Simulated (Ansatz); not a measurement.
# SiO2 (Imma) in Ansatz: a series of runs

Aim: see how the results for SiO2 move with the level of theory and the settings. Levels: RPBE, r2SCAN+D3(BJ), PBE. Tasks: relaxation of cell and atoms, single point.

Program: Ansatz 0.2.0. These are calculated values, not measurements. Logs are shortened: lines on timing, memory, paths and dates and some standing lists are left out, and cuts for length are marked.

### Step 1. The crystal as given

It takes space group Imma (No. 74, orthorhombic). Conventional cell: a = 5.247 Å, b = 9.554 Å, c = 8.883 Å, α = 90.00°, β = 90.00°, γ = 90.00°. Si (site symmetry m) has 4 O at 1.60 to 1.61 Å as nearest neighbours. O (site symmetry 2/m) has 2 Si at 1.60 Å as nearest neighbours. O (site symmetry 2) is surrounded by 2 Si at 1.61 Å. Around O (site symmetry mm2) lie 2 Si at 1.61 Å.

The cell comes from a database or a generator and needn't be the stable form of this composition.

### Step 2. Relaxation of cell and atoms, RPBE

Input file input.yaml:

```yaml
crystal:
  lattice:
    - [-2.62333646, 4.776753505, 4.441674725]
    - [2.62333646, -4.776753505, 4.441674725]
    - [2.62333646, 4.776753505, -4.441674725]
  atoms:
    - { symbol: Si, position: [0.26034098, 0.84494489, 0.41539609] }
    - { symbol: Si, position: [0.0704512, 0.15505511, 0.91539609] }
    - { symbol: Si, position: [0.73965902, 0.15505511, 0.58460391] }
    - { symbol: Si, position: [0.9295488, 0.84494489, 0.08460391] }
    - { symbol: O, position: [0.5, 0.0, 0.5] }
    - { symbol: O, position: [0.0, 0.0, 0.0] }
    - { symbol: O, position: [0.79317541, 0.0, 0.29317541] }
    - { symbol: O, position: [0.20682459, 0.5, 0.20682459] }
    - { symbol: O, position: [0.20682459, 0.0, 0.70682459] }
    - { symbol: O, position: [0.79317541, 0.5, 0.79317541] }
    - { symbol: O, position: [0.86931113, 0.11931113, 0.75] }
    - { symbol: O, position: [0.13068887, 0.88068887, 0.25] }
hamiltonian:
  xc: rpbe
  pseudopotentials: { kind: paw }
kpoints:
  mp_grid: { grid: [6, 6, 6] }
scf:
  occupations: { method: fermi_dirac, width: 0.05 }
output:
  forces: true
  stress: true
  eigenvalues: true
relax:
  f_tol: 0.01
  max_steps: 40
  cell: { stress_tol: 0.05 }
```

Potentials or basis: Ansatz PAW.

Started as:

```bash
ansatz run input.yaml --threads 4 --pin off --max-ram 11264MiB --backend cpu --events-out ev --progress --plain --runs-dir out
```

What it wrote:

```text
Warning: RAYON_NUM_THREADS=4 ignored (pool sized by the plan → 4); use --threads N
Engine: ansatz 0.2.0, aarch64-unknown-linux-gnu
Pseudopotentials: kind: paw
Pseudopotential: Si, paw, valence charge 4, recommended cutoff 420 eV (normal), Si.paw.azcp
Pseudopotential: O, paw, valence charge 6, recommended cutoff 420 eV (normal), O.paw.azcp
Functional definition: RPBE
  parameter kappa = 0.804
  parameter beta = 0.06672455060314922
  exchange = rpbe_x(kappa = kappa, mu = beta*pi^2/3)
  correlation = pbe_c(beta = beta)
Crystal: 12 atoms, lattice volume = 222.635 Å³
Basis set: ecut = 420 eV, 4321 PW (Γ), exchange–correlation on 96×96×96 points (8 copies of the dense FFT grid, shifted against one another)
Bands: 44, of which v1, the nominal top of the filled ones, is band 32 counted from 1 (31 counted from 0)
Symmetry: 8 space group operations
Space group: Imma (ITA 74), of the structure as read, at distance tolerance 6.1e-5 Å
k-points: 46 of 216
Non-local potential: Si, projectors of the file, l = 0: 2, l = 1: 2, l = 2: 2
Non-local potential: O, projectors of the file, l = 0: 2, l = 1: 2, l = 2: 1
PAW form: soft (Blöchl's): semilocal exchange-correlation on the pseudo side does not see the compensation charge
PAW frozen core: Si, regenerated for the run's functional, and the local potential with it (the file was generated under x = pbe(κ = 0.804, μ = 0.2195149727645171), c = pbe(β = 0.06672455060314922))
PAW frozen core: O, regenerated for the run's functional, and the local potential with it (the file was generated under x = pbe(κ = 0.804, μ = 0.2195149727645171), c = pbe(β = 0.06672455060314922))
PAW one-centre angular grid: Si, 110 points (default); XC on 64 Gauss nodes
PAW one-centre angular grid: O, 110 points (default); XC on 64 Gauss nodes
Initial density: superposition of atomic densities (neutral atoms: chi_scale 0, normalization atom), corrected by the library's trained network
Initial wavefunctions: pseudopotential atomic-orbital guess
Functional: x = rpbe, c = pbe(β = 0.06672455060314922)
SCF iter   1: F=—  HF=-7122.713678 eV  |F-HF|=—  |Δ(HF+E_count)|=         —  Δρ=2.34e-3  dr2=8.64e-3  ethr=1.77e-3  ⟨swp⟩=7.0  Hψ=10815  notcnv=0  defer=67
preconditioner: auto → Resta (q_TF=auto, 2.216 Å⁻¹)  ε∞=2.5  [insulator: Δε(μ)=5.516 eV  Ē_g=16.509 eV  σ=0.050 eV  W_gap=1.00  n_scr=40 (ndim 8)  ℏωp=19.9 eV  f_vac=0.376  D(μ)=0.00/eV (n_scr^D=0)  ε∞_Penn≈2.5  vacuum switching on, ρ_ref=2.0e-2 e/Å³]
SCF iter   2: F=—  HF=-7122.715597 eV  |F-HF|=—  |Δ(HF+E_count)|=   1.92e-3  Δρ=1.26e-3  dr2=1.62e-3  ethr=1.35e-5  ⟨swp⟩=2.7  Hψ=3886  notcnv=0  defer=251
SCF iter   3: F=—  HF=-7122.716110 eV  |F-HF|=—  |Δ(HF+E_count)|=   5.13e-4  Δρ=4.42e-4  dr2=3.31e-4  ethr=2.53e-6  ⟨swp⟩=2.0  Hψ=3166  notcnv=0  defer=251
SCF iter   4: F=—  HF=-7122.716090 eV  |F-HF|=—  |Δ(HF+E_count)|=   1.96e-5  Δρ=8.07e-5  dr2=1.19e-5  ethr=5.17e-7  ⟨swp⟩=2.0  Hψ=3057  notcnv=0  defer=251
SCF iter   5: F=—  HF=-7122.715878 eV  |F-HF|=—  |Δ(HF+E_count)|=   2.12e-4  Δρ=2.94e-5  dr2=1.46e-6  ethr=1.85e-8  ⟨swp⟩=2.1  Hψ=3195  notcnv=0  defer=252
SCF iter   6: F=—  HF=-7122.715879 eV  |F-HF|=—  |Δ(HF+E_count)|=   6.20e-7  Δρ=9.24e-6  dr2=1.87e-7  ethr=2.28e-9  ⟨swp⟩=2.0  Hψ=3119  notcnv=0  defer=252
SCF iter   7: F=-7122.715879 eV  HF=-7122.715879 eV  |F-HF|=2.57e-9  |Δ(HF+E_count)|=   5.40e-8  Δρ=2.49e-6  dr2=9.54e-9  ethr=1.56e-10  ⟨swp⟩=13.4  Hψ=10757  notcnv=0
SCF 1 converged in 7 iterations: F = -7122.715879 eV  dr2 = 9.54e-9
relax step   1: F+E_penalty+E_count = -7122.71587862 eV  Δ(F+E_penalty+E_count) = +0.000e0 eV  max|allowed force component| = 4.444e-1 eV/Å  Δτ_max = 0.0000 Å  P = +5.479 GPa  Ω = 222.635 Å³  (7 SCF iters, dr2 threshold 1.00e-7 eV, accepted)
[... 7 lines left out ...]
[... 99 lines left out ...]
[... 1 line left out ...]
SCF 10 converged in 6 iterations: F = -7122.873520 eV  dr2 = 2.69e-11
relax step  10: F+E_penalty+E_count = -7122.87351990 eV  Δ(F+E_penalty+E_count) = -2.940e-3 eV  max|allowed force component| = 1.896e-3 eV/Å  Δτ_max = 0.0000 Å  P = +0.004 GPa  Ω = 232.088 Å³  stress off target by 3.30e-2 GPa  SCF on the basis re-selected at this cell (its energy is not comparable with the rows above)  (6 SCF iters)
[... 1 line left out ...]
SCF converged after 6 iterations
Free energy (F): -7122.873520 eV
Harris-Foulkes:  -7122.873520 eV  (|F-HF|=1.20e-10)
Internal energy: -7122.873520 eV  (E = F + TS)
E sigma→0 (E₀):  -7122.873520 eV
Fermi energy:    2.062639 eV
--- Per-component energies (eV) ---
  E_band       = -487.857540
  E_kinetic    = 1606.195918
  E_local      = -6094.488960  (includes V_loc(G=0)·N_el)
  E_nonlocal   = 468.766273
  E_hartree    = 2389.219663
  E_xc         = -818.848006
  E_vxc        = -946.965259  (∫ρ·V_xc dr)
  E_paw        = -3346.697431  (= ΣΔE_a)
  E_vpaw       = -299.825397  (= ΣTr[D̂ρ^β])
  E_aug_tail   = 0.020521  (compensation charges beyond the density's cutoff)
  E_ewald      = -1326.778355
  E_core_change = -0.263143  (= ΣΔE_core)
  E_smearing   = -0.000000  (= −TS)
  E_closure    = -0.000000  (closes the sum)
  Σ components = -7122.873520   (vs F -7122.873520, Δ=0.00e0)
--- Forces (eV/Å), atoms counted from 1 ---
  atom   1  Si     0.00000000     0.00189649     0.00036531
  atom   2  Si     0.00000000     0.00189649    -0.00036531
  atom   3  Si     0.00000000    -0.00189649    -0.00036531
  atom   4  Si     0.00000000    -0.00189649     0.00036531
  atom   5  O      0.00000000     0.00000000     0.00000000
  atom   6  O      0.00000000     0.00000000    -0.00000000
  atom   7  O      0.00000000     0.00093048    -0.00000000
  atom   8  O      0.00000000    -0.00093048    -0.00000000
  atom   9  O      0.00000000    -0.00093048    -0.00000000
  atom  10  O      0.00000000     0.00093048    -0.00000000
  atom  11  O      0.00000000     0.00000000    -0.00025322
  atom  12  O      0.00000000     0.00000000     0.00025322
  max |Σ_I F_I| component: 1.25e-18 eV/Å
--- Stress (GPa, compression-positive) ---
        0.002648       0.000000       0.000000
        0.000000       0.032977       0.000000
        0.000000       0.000000      -0.023621
  P = ⅓ Tr σ = 0.0040 GPa (0.040 kbar)
--- Band table (eV; the first three rows and the last of 46) ---
[... 4 lines left out ...]
--- Relaxed structure (8 steps of the walk, 8 accepted, 2 SCFs on fresh bases) ---
  F+E_penalty+E_count = -7122.87351990 eV   max|allowed force component| = 1.896e-3 eV/Å   (the final SCF, on the basis selected at the relaxed cell)
  cell:  # Å, volume = 232.0884 Å³
    - [-2.6561216075466323, 4.86941968454503, 4.486092211641113]
    - [2.6561216075466323, -4.86941968454503, 4.486092211641113]
    - [2.6561216075466323, 4.86941968454503, -4.486092211641113]
  atoms:
    - { symbol: Si, position: [0.25950964278905486, 0.8458615468905771, 0.41364809589847773] }
    - { symbol: Si, position: [0.06778654900790054, 0.15413845310942287, 0.9136480958984776] }
    - { symbol: Si, position: [0.7404903572109449, 0.1541384531094229, 0.586351904101522] }
    - { symbol: Si, position: [0.9322134509920994, 0.8458615468905771, 0.08635190410152224] }
    - { symbol: O, position: [0.5, 5.0853668173809555e-22, 0.5] }
    - { symbol: O, position: [-5.5795866622772535e-21, 5.0853668173809555e-22, -6.088123344015349e-21] }
    - { symbol: O, position: [0.7954745400450263, -5.551115123125783e-17, 0.2954745400450262] }
    - { symbol: O, position: [0.20452545995497384, 0.5, 0.20452545995497384] }
    - { symbol: O, position: [0.20452545995497373, 0.0, 0.7045254599549737] }
    - { symbol: O, position: [0.7954745400450263, 0.49999999999999994, 0.7954745400450263] }
    - { symbol: O, position: [0.8637772114260337, 0.1137772114260337, 0.75] }
    - { symbol: O, position: [0.13622278857396625, 0.8862227885739662, 0.25] }
```

Wall time 82 s (4 threads of Arm Neoverse V1, shared host); peak memory 0.82 GiB.

Results:

```
Free energy                            : -7122.8735 eV
Relaxed volume                         : 19.34 Å³/atom
Relaxed cell                           : a = 7.134 Å, b = 7.134 Å, c = 7.134 Å, α = 136.28°, β = 93.91°, γ = 102.07°
Space group after relaxing (to 0.05 Å) : Imma (No. 74)
Energy gained by relaxing              : 13.1 meV/atom
Ionic steps                            : 10
Pressure after relaxing                : 0.0 GPa
Band gap on the k mesh                 : 5.30 eV, direct
```

Step by step:
```tsv
step	energy change (eV)	largest force (eV/Å)	volume (Å³)
1	0.0000	0.4444	222.64
2	-0.0981	0.2799	226.79
3	-0.1304	0.0994	231.12
4	-0.1334	0.0728	230.82
5	-0.1334	0.0068	230.88
6	-0.1565	0.0066	230.88
7	-0.1562	0.0145	231.20
8	-0.1552	0.0048	231.87
9	-0.1547	0.0016	232.09
10	-0.1576	0.0019	232.09
```

Final structure:
```
Si O
1.0
    -2.65612    4.86942    4.48609
     2.65612   -4.86942    4.48609
     2.65612    4.86942   -4.48609
Si O
4 8
Direct
  0.25951 0.84586 0.41365
  0.06779 0.15414 0.91365
  0.74049 0.15414 0.58635
  0.93221 0.84586 0.08635
  0.50000 0.00000 0.50000
  0.00000 0.00000 0.00000
  0.79547 0.00000 0.29547
  0.20453 0.50000 0.20453
  0.20453 0.00000 0.70453
  0.79547 0.50000 0.79547
  0.86378 0.11378 0.75000
  0.13622 0.88622 0.25000
```

Caveat: the plane-wave basis is chosen anew once the cell has moved, so the energies of steps on either side of that aren't comparable; the pressure holds a Pulay correction of +0.3 GPa for the finite cutoff; the PAW data sets come from PBE, with cores solved anew for the run's functional, which leaves a small shift of forces and pressure.

### Step 3. Relaxation of cell and atoms, r2SCAN+D3(BJ)

Changes to input.yaml since step 2:

```diff
@@ -19,4 +19,5 @@
 hamiltonian:
-  xc: rpbe
+  xc: r2scan
   pseudopotentials: { kind: paw }
+  dispersion: d3bj
 kpoints:
```

Potentials or basis: Ansatz PAW.

Started as:

```bash
ansatz run input.yaml --threads 4 --pin off --max-ram 11264MiB --backend cpu --events-out ev --progress --plain --runs-dir out
```

Run time: 3.3 min. Hardware: 4 threads of Arm Neoverse V1, shared host; peak memory 1.5 GiB.

It converged, with:

```yaml
Free_energy: -7120.6878 eV
Relaxed_volume: 17.93 Å³/atom
Relaxed_cell: a = 6.922 Å, b = 6.922 Å, c = 6.922 Å, α = 135.47°, β = 97.65°, γ = 98.86°
Space_group_after_relaxing_to_0.05_Å: Imma (No. 74)
Energy_gained_by_relaxing: 0.7 meV/atom
Ionic_steps: 11
Pressure_after_relaxing: 0.0 GPa
Largest_force_after_relaxing: 0.004 eV/Å
Band_gap_on_the_k_mesh: 6.16 eV, direct
```

Forces on the atoms (eV/Å):
```
Si   0.000 -0.004  0.000
Si   0.000 -0.004  0.000
Si   0.000  0.004  0.000
Si   0.000  0.004  0.000
O    0.000  0.000  0.000
O    0.000  0.000  0.000
O    0.000  0.000  0.000
O    0.000  0.000  0.000
O    0.000  0.000  0.000
O    0.000  0.000  0.000
O    0.000  0.000  0.001
O    0.000  0.000 -0.001
```

Step by step:
```
step  energy change (eV)  largest force (eV/Å)  volume (Å³)
   1              0.0000                0.0592       222.64
   2             -0.0009                0.0443       222.26
   3             -0.0021                0.0247       221.49
   4             -0.0041                0.0197       220.78
   5             -0.0078                0.0581       218.61
   6             -0.0093                0.1504       215.74
   7             -0.0101                0.0181       216.53
   8             -0.0105                0.0296       215.84
   9             -0.0108                0.0160       215.12
  10             -0.0108                0.0045       215.19
  11             -0.0080                0.0044       215.19
```

Final structure:
```
CELL_PARAMETERS angstrom
-2.62250 4.55700 4.50157
2.62250 -4.55700 4.50157
2.62250 4.55700 -4.50157
ATOMIC_POSITIONS crystal
Si 0.26492 0.83957 0.42536
Si 0.08579 0.16043 0.92536
Si 0.73508 0.16043 0.57464
Si 0.91421 0.83957 0.07464
O 0.50000 0.00000 0.50000
O 0.00000 0.00000 0.00000
O 0.77295 0.00000 0.27295
O 0.22705 0.50000 0.22705
O 0.22705 0.00000 0.72705
O 0.77295 0.50000 0.77295
O 0.89129 0.14129 0.75000
O 0.10871 0.85871 0.25000
```

Levels at points of the mesh, in eV from the valence-band top:
```
              k point  band 30  band 31  band 32  band 33  band 34  band 35
   (0.00, 0.00, 0.00)    -0.75    -0.47     0.00     6.16     9.13     9.61
  (0.00, 0.00, -0.50)    -0.95    -0.48    -0.48     8.41     8.41     9.71
  (0.00, -0.50, 0.00)    -0.84    -0.81    -0.25     8.41     8.52     9.13
 (0.00, -0.50, -0.50)    -0.55    -0.34    -0.22     7.23     7.65     9.50
(-0.50, -0.50, -0.50)    -0.33    -0.29     0.00     8.29     8.40     8.41
```

Caveat: the plane-wave basis is chosen anew once the cell has moved, so the energies of steps on either side of that aren't comparable; the PAW data sets come from PBE, with cores solved anew for the run's functional, which leaves a small shift of forces and pressure; the dispersion damping was fitted for another functional or another form of the correction.

### Step 4. Single point, PBE

Changes to input.yaml since step 3:

```diff
@@ -19,5 +19,4 @@
 hamiltonian:
-  xc: r2scan
+  xc: pbe
   pseudopotentials: { kind: paw }
-  dispersion: d3bj
 kpoints:
@@ -26,2 +25,4 @@
   occupations: { method: fermi_dirac, width: 0.05 }
+basis:
+  ecutwfc: "350 eV"
 output:
@@ -30,5 +31 @@
   eigenvalues: true
-relax:
-  f_tol: 0.01
-  max_steps: 40
-  cell: { stress_tol: 0.05 }
```

Started as:

```bash
ansatz run input.yaml --threads 4 --pin off --max-ram 11264MiB --backend cpu --events-out ev --progress --plain --runs-dir out
```

Run time: 5 s. Hardware: 4 threads of Arm Neoverse V1, shared host; peak memory 0.66 GiB.

Results (log left out):

* Free energy: -7095.5109 eV
* Pressure: 3.3 GPa
* Largest force: 0.301 eV/Å
* Band gap on the k mesh: 5.48 eV, direct

Forces on the atoms (eV/Å):
```
Si   0.000 -0.089 -0.046
Si   0.000 -0.089  0.046
Si   0.000  0.089  0.046
Si   0.000  0.089 -0.046
O    0.000  0.000  0.000
O    0.000  0.000  0.000
O    0.000 -0.301  0.000
O    0.000  0.301  0.000
O    0.000  0.301  0.000
O    0.000 -0.301  0.000
O    0.000  0.000 -0.255
O    0.000  0.000  0.255
```

Stress tensor (GPa, compression positive):
```
3.36 0.00 0.00
0.00 3.29 0.00
0.00 0.00 3.39
```

Levels at points of the mesh, in eV from the valence-band top:
```csv
k point,band 29,band 30,band 31,band 32,band 33,band 34,band 35,band 36
"(0.00, 0.00, 0.00)",-1.05,-0.71,-0.42,0.00,5.48,8.52,8.70,8.93
"(0.00, 0.00, -0.50)",-0.96,-0.96,-0.39,-0.39,7.68,7.68,9.00,9.00
"(0.00, -0.50, 0.00)",-0.88,-0.83,-0.72,-0.20,7.66,7.82,8.44,8.59
"(0.00, -0.50, -0.50)",-0.55,-0.53,-0.30,-0.14,6.52,6.91,8.63,9.08
"(-0.50, -0.50, -0.50)",-0.55,-0.23,-0.20,-0.02,7.50,7.50,7.76,7.79
```

Caveat: the pressure holds a Pulay correction of +4.4 GPa for the finite cutoff; the cutoff lies under the one recommended for these potentials. A hybrid or GW would open this gap; PBE tends to underestimate it.

### Step 5. Single point, PBE

Changes to input.yaml since step 4:

```diff
@@ -22,7 +22,5 @@
 kpoints:
-  mp_grid: { grid: [6, 6, 6] }
+  mp_grid: { grid: [4, 4, 4] }
 scf:
   occupations: { method: fermi_dirac, width: 0.05 }
-basis:
-  ecutwfc: "350 eV"
 output:
```

Started as:

```bash
ansatz run input.yaml --threads 4 --pin off --max-ram 11264MiB --backend cpu --events-out ev --progress --plain --runs-dir out
```

It took 2.9 s on 4 threads of Arm Neoverse V1, shared host; peak memory 0.63 GiB.

Results (log left out):

| Property | Result |
| --- | --- |
| Free energy | -7096.2203 eV |
| Pressure | 3.4 GPa |
| Largest force | 0.305 eV/Å |
| Band gap on the k mesh | 5.49 eV, direct |

Forces in eV/Å, atoms in the order of the input:
```
Si   0.000 -0.086 -0.045
Si   0.000 -0.086  0.045
Si   0.000  0.086  0.045
Si   0.000  0.086 -0.045
O    0.000  0.000  0.000
O    0.000  0.000  0.000
O    0.000 -0.305  0.000
O    0.000  0.305  0.000
O    0.000  0.305  0.000
O    0.000 -0.305  0.000
O    0.000  0.000 -0.254
O    0.000  0.000  0.254
```

Stress tensor (GPa, compression positive):
```
3.43 0.00 0.00
0.00 3.37 0.00
0.00 0.00 3.47
```

Levels at points of the mesh, in eV from the valence-band top:
| k point | band 30 | band 31 | band 32 | band 33 | band 34 | band 35 |
| --- | --- | --- | --- | --- | --- | --- |
| (0.00, 0.00, 0.00) | -0.71 | -0.42 | 0.00 | 5.49 | 8.53 | 8.71 |
| (0.00, 0.00, -0.50) | -0.96 | -0.39 | -0.39 | 7.69 | 7.69 | 9.00 |
| (0.00, -0.50, 0.00) | -0.83 | -0.72 | -0.20 | 7.67 | 7.82 | 8.44 |
| (0.00, -0.50, -0.50) | -0.53 | -0.30 | -0.14 | 6.52 | 6.91 | 8.64 |
| (-0.50, -0.50, -0.50) | -0.23 | -0.21 | -0.02 | 7.51 | 7.51 | 7.76 |

Caveat: the pressure holds a Pulay correction of +0.4 GPa for the finite cutoff. A k mesh can miss the band edges.

### Step 6. Overview

| task | level | cell | k mesh | cutoff (eV) | gap on the mesh (eV) | pressure (GPa) | relaxed volume (Å³/atom) | largest force (eV/Å) |
| --- | --- | --- | --- | --- | --- | --- | --- | --- |
| relaxation of cell and atoms | RPBE | relaxed | 6 × 6 × 6 | 420 | 5.30 | 0.0 | 19.34 | - |
| relaxation of cell and atoms | r2SCAN+D3(BJ) | relaxed | 6 × 6 × 6 | 500 | 6.16 | 0.0 | 17.93 | - |
| single point | PBE | as given | 6 × 6 × 6 | 350 | 5.48 | 3.3 | - | 0.30 |
| single point | PBE | as given | 4 × 4 × 4 | 420 | 5.49 | 3.4 | - | 0.30 |

Alike in all rows: potentials or basis Ansatz PAW; no spin polarisation; smearing fermi-dirac 0.05 eV.

Caveats: the plane-wave basis is chosen anew once the cell has moved, so the energies of steps on either side of that aren't comparable (some runs); the PAW data sets come from PBE, with cores solved anew for the run's functional, which leaves a small shift of forces and pressure (some runs); the dispersion damping was fitted for another functional or another form of the correction (some runs); the pressure holds a Pulay correction of +4.4 GPa for the finite cutoff (some runs); the cutoff lies under the one recommended for these potentials (some runs).

Absolute energies hang on the potentials; compare differences alone.
